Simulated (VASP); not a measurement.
# SnO2 (Pa-3) in VASP: settings compared, part 2 of 2

VASP 6.6.1. The steps go on from the part before.

**3. Relaxation of cell and atoms, r2SCAN**

INCAR

```
  PREC = Accurate
  ENCUT = 600
  EDIFF = 1E-6
  ISMEAR = 0
  SIGMA = 0.02
  LREAL = False
  LASPH = True
  NELM = 80
  ALGO = Normal
  ISIF = 3
  LWAVE = False
  LCHARG = False
  METAGGA = R2SCAN
  LMIXTAU = True
  IBRION = 2
  NSW = 40
  EDIFFG = -0.02
  KPAR = 4
```

KPOINTS

```
Automatic mesh
0
Gamma
  4 4 4
```

POSCAR

```
SnO2
1.0
    5.1752560000      0.0000000000      0.0000000000
    0.0000000000      5.1752560000      0.0000000000
    0.0000000000      0.0000000000      5.1752560000
Sn O
4 8
Direct
    0.0000000000      0.0000000000      0.0000000000
    0.5000000000      0.0000000000      0.5000000000
    0.5000000000      0.5000000000      0.0000000000
    0.0000000000      0.5000000000      0.5000000000
    0.6610980000      0.8389020000      0.1610980000
    0.8389020000      0.1610980000      0.6610980000
    0.1610980000      0.6610980000      0.8389020000
    0.3389020000      0.3389020000      0.3389020000
    0.6610980000      0.6610980000      0.6610980000
    0.8389020000      0.3389020000      0.1610980000
    0.1610980000      0.8389020000      0.3389020000
    0.3389020000      0.1610980000      0.8389020000
```

Potentials or basis: VASP PAW PBE potentials, release 64 (Sn_d, O).

The run is started by

```bash
$ cat potpaw_PBE.64/Sn_d/POTCAR potpaw_PBE.64/O/POTCAR > POTCAR
$ mpirun -np 4 vasp_std > vasp.out
```

Wall time 5.1 min (4 MPI ranks of Intel Xeon 6975P-C (Granite Rapids), shared host); peak memory 0.35 GiB.

The run converged. Its results:

| Property | Result |
| --- | --- |
| Free energy | -168.1380 eV |
| Relaxed volume | 11.10 Å³/atom |
| Relaxed cell | a = 5.107 Å, b = 5.107 Å, c = 5.107 Å, α = 90.00°, β = 90.00°, γ = 90.00° |
| Space group after relaxing (to 0.05 Å) | Pa-3 (No. 205) |
| Energy gained by relaxing | 12.0 meV/atom |
| Ionic steps | 6 |
| Pressure after relaxing | 0.1 GPa |
| Largest force after relaxing | 0.012 eV/Å |
| Band gap on the k mesh | 1.60 eV, indirect (least direct gap 1.67 eV) |

Forces on the atoms (eV/Å):
```
Sn   0.000  0.000  0.000
Sn   0.000  0.000  0.000
Sn   0.000  0.000  0.000
Sn   0.000  0.000  0.000
O   -0.007  0.007 -0.007
O    0.007 -0.007 -0.007
O   -0.007 -0.007  0.007
O    0.007  0.007  0.007
O   -0.007 -0.007 -0.007
O    0.007  0.007 -0.007
O   -0.007  0.007  0.007
O    0.007 -0.007  0.007
```

The path:
```csv
step,energy change (eV),largest force (eV/Å),pressure (GPa),volume (Å³)
1,0.0000,0.0111,-8.24,138.61
2,0.0906,0.0887,12.49,127.03
3,-0.1427,0.0294,-0.13,133.35
4,-0.1427,0.0303,0.05,133.24
5,-0.1430,0.0258,0.06,133.23
6,-0.1435,0.0119,0.06,133.21
```

Final structure:
```cif
data_structure
_symmetry_space_group_name_H-M 'P 1'
_symmetry_Int_Tables_number 1
_cell_length_a 5.1071
_cell_length_b 5.1071
_cell_length_c 5.1071
_cell_angle_alpha 90.000
_cell_angle_beta 90.000
_cell_angle_gamma 90.000
_cell_volume 133.21
loop_
_atom_site_label
_atom_site_type_symbol
_atom_site_fract_x
_atom_site_fract_y
_atom_site_fract_z
_atom_site_occupancy
Sn1 Sn 0.00000 0.00000 0.00000 1
Sn2 Sn 0.50000 0.00000 0.50000 1
Sn3 Sn 0.50000 0.50000 0.00000 1
Sn4 Sn 0.00000 0.50000 0.50000 1
O1 O 0.66054 0.83946 0.16054 1
O2 O 0.83946 0.16054 0.66054 1
O3 O 0.16054 0.66054 0.83946 1
O4 O 0.33946 0.33946 0.33946 1
O5 O 0.66054 0.66054 0.66054 1
O6 O 0.83946 0.33946 0.16054 1
O7 O 0.16054 0.83946 0.33946 1
O8 O 0.33946 0.16054 0.83946 1
```

Levels at points of the mesh, in eV from the valence-band top:
| k point | band 49 | band 50 | band 51 | band 52 | band 53 | band 54 | band 55 | band 56 |
| --- | --- | --- | --- | --- | --- | --- | --- | --- |
| (0.00, 0.00, 0.00) | -0.26 | -0.06 | -0.06 | -0.06 | 1.60 | 6.95 | 6.95 | 6.95 |
| (0.50, 0.00, 0.00) | -0.47 | -0.47 | 0.00 | 0.00 | 4.71 | 4.71 | 5.98 | 5.98 |
| (0.50, 0.50, 0.00) | -0.31 | -0.31 | -0.31 | -0.31 | 5.63 | 5.63 | 5.63 | 5.63 |
| (0.50, 0.50, 0.50) | -0.64 | -0.64 | -0.64 | -0.64 | 6.15 | 6.15 | 6.15 | 6.15 |

Caveat: the PAW data sets were made with another functional, which shifts forces and pressure a little; spin-orbit coupling is left out, which moves the levels of the heavy elements. r2SCAN opens gaps a little over a GGA but as a rule still falls short of measured ones.

**4. Atomic charges, PBE**

INCAR

```
SYSTEM = SnO2
PREC     = Accurate       ! precision mode
ENCUT    = 520            ! plane-wave cutoff, eV
EDIFF    = 1E-7           ! SCF threshold, eV
ISMEAR   = 0              ! smearing method
SIGMA    = 0.02           ! smearing width, eV
LREAL    = .False.        ! projectors in reciprocal space
LASPH    = .True.         ! aspherical terms in the spheres
NELM     = 80             ! most SCF steps
ALGO     = Normal         ! electronic algorithm
ISIF     = 2              ! what is computed and relaxed
LWAVE    = .False.        ! write WAVECAR
LCHARG   = .True.         ! write CHGCAR
GGA      = PE             ! functional
LORBIT   = 11             ! projections on sites
LELF     = .True.         ! ELF
LVHAR    = .True.
```

KPOINTS

```
regular mesh
0
Gamma
  4 4 4
  0 0 0
```

POSCAR is that of step 3.

The run is started by

```bash
$ cat potpaw_PBE.64/Sn_d/POTCAR potpaw_PBE.64/O/POTCAR > POTCAR
$ mpirun -np 1 vasp_std > vasp.out
```

Wall time 78 s (1 thread of Intel Xeon Platinum 8559C (Emerald Rapids), shared host); peak memory 0.26 GiB.

Results (log left out):

- Free energy: -73.4130 eV
- Pressure: -0.1 GPa
- Largest force: 0.005 eV/Å
- Band gap on the k mesh: 0.56 eV, indirect (least direct gap 0.62 eV)
- Valence electrons inside the program's atomic spheres: Sn 12.17; O 5.03

Forces in eV/Å, atoms in the order of the input:
```
Sn   0.000  0.000  0.000
Sn   0.000  0.000  0.000
Sn   0.000  0.000  0.000
Sn   0.000  0.000  0.000
O   -0.003  0.003 -0.003
O    0.003 -0.003 -0.003
O   -0.003 -0.003  0.003
O    0.003  0.003  0.003
O   -0.003 -0.003 -0.003
O    0.003  0.003 -0.003
O   -0.003  0.003  0.003
O    0.003 -0.003  0.003
```

Levels at points of the mesh, in eV from the valence-band top:
```
           k point  band 50  band 51  band 52  band 53  band 54  band 55
(0.00, 0.00, 0.00)    -0.06    -0.06    -0.06     0.56     5.73     5.73
(0.50, 0.00, 0.00)    -0.44     0.00     0.00     3.63     3.63     4.85
(0.50, 0.50, 0.00)    -0.30    -0.30    -0.30     4.50     4.50     4.50
(0.50, 0.50, 0.50)    -0.61    -0.61    -0.61     4.98     4.98     4.98
```

Caveat: spin-orbit coupling is left out, which moves the levels of the heavy elements. A hybrid or GW would open this gap; PBE tends to underestimate it.

**5. Electron localisation function, PBE**

INCAR

```
PREC = Accurate ; ENCUT = 520
EDIFF = 1E-6 ; ISMEAR = 0
SIGMA = 0.02 ; LREAL = False
LASPH = True ; NELM = 80
ALGO = Fast ; ISIF = 2
LWAVE = False ; LCHARG = True
GGA = PE ; LELF = True
```

KPOINTS

```
Automatic mesh
0
Gamma
  4 4 4
```

POSCAR is that of step 4.

The run is started by

```bash
$ cat potpaw_PBE.64/Sn_d/POTCAR potpaw_PBE.64/O/POTCAR > POTCAR
$ mpirun -np 1 vasp_std > vasp.out
```

Run time: 88 s. Hardware: 1 thread of Intel Xeon Platinum 8559C (Emerald Rapids), shared host; peak memory 0.26 GiB.

It converged, with:

| Property | Result |
| --- | --- |
| Free energy | -73.4130 eV |
| Pressure | -0.1 GPa |
| Largest force | 0.005 eV/Å |
| Band gap on the k mesh | 0.56 eV, indirect (least direct gap 0.62 eV) |

Forces on the atoms (eV/Å):
```
Sn   0.000  0.000  0.000
Sn   0.000  0.000  0.000
Sn   0.000  0.000  0.000
Sn   0.000  0.000  0.000
O   -0.003  0.003 -0.003
O    0.003 -0.003 -0.003
O   -0.003 -0.003  0.003
O    0.003  0.003  0.003
O   -0.003 -0.003 -0.003
O    0.003  0.003 -0.003
O   -0.003  0.003  0.003
O    0.003 -0.003  0.003
```

Levels at points of the mesh, in eV from the valence-band top:
```
           k point  band 50  band 51  band 52  band 53  band 54  band 55
(0.00, 0.00, 0.00)    -0.06    -0.06    -0.06     0.56     5.73     5.73
(0.50, 0.00, 0.00)    -0.44     0.00     0.00     3.63     3.63     4.85
(0.50, 0.50, 0.00)    -0.30    -0.30    -0.30     4.50     4.50     4.50
(0.50, 0.50, 0.50)    -0.61    -0.61    -0.61     4.98     4.98     4.98
```

Caveat: spin-orbit coupling is left out, which moves the levels of the heavy elements. PBE gaps usually lie below the measured ones, often by a third to a half.

**6. For comparison**

An earlier run on the cell as given: functional PBE; potentials or basis VASP PAW PBE potentials, release 64 (Sn_d, O); cutoff 520 eV; k mesh 5 × 5 × 5; occupations fermi-dirac, width 0.05 eV; no spin polarisation.

* Pressure: 0.0 GPa
* Largest force: 0.004 eV/Å
* Band gap on the k mesh: 0.56 eV, indirect (least direct gap 0.62 eV)

**7. Overview**

```csv
task,level,potentials or basis,cell,k mesh,cutoff (eV),smearing,ladder,gap on the mesh (eV),pressure (GPa),relaxed volume (Å³/atom),largest force (eV/Å)
relaxation of cell and atoms,LDA,"VASP PAW LDA potentials, release 64 (Sn_d, O)",relaxed,4 × 4 × 4,600,gaussian 0.02 eV,gaps,1.11,0.1,10.88,0.01
relaxation of cell and atoms,r2SCAN,"VASP PAW PBE potentials, release 64 (Sn_d, O)",relaxed,4 × 4 × 4,600,gaussian 0.02 eV,gaps,1.60,0.1,11.10,0.01
atomic charges,PBE,"VASP PAW PBE potentials, release 64 (Sn_d, O)",as given,4 × 4 × 4,520,gaussian 0.02 eV,-,0.56,-0.1,-,0.01
electron localisation function,PBE,"VASP PAW PBE potentials, release 64 (Sn_d, O)",as given,4 × 4 × 4,520,gaussian 0.02 eV,-,0.56,-0.1,-,0.01
single point,PBE,"VASP PAW PBE potentials, release 64 (Sn_d, O)",as given,5 × 5 × 5,520,fermi-dirac 0.05 eV,-,0.56,0.0,-,-
```

Alike in all rows: no spin polarisation.

Caveats: spin-orbit coupling is left out, which moves the levels of the heavy elements; the PAW data sets were made with another functional, which shifts forces and pressure a little (some runs); an odd mesh through Γ misses points on the zone boundary, where band edges often lie (some runs).

Absolute energies hang on the potentials; compare differences alone.
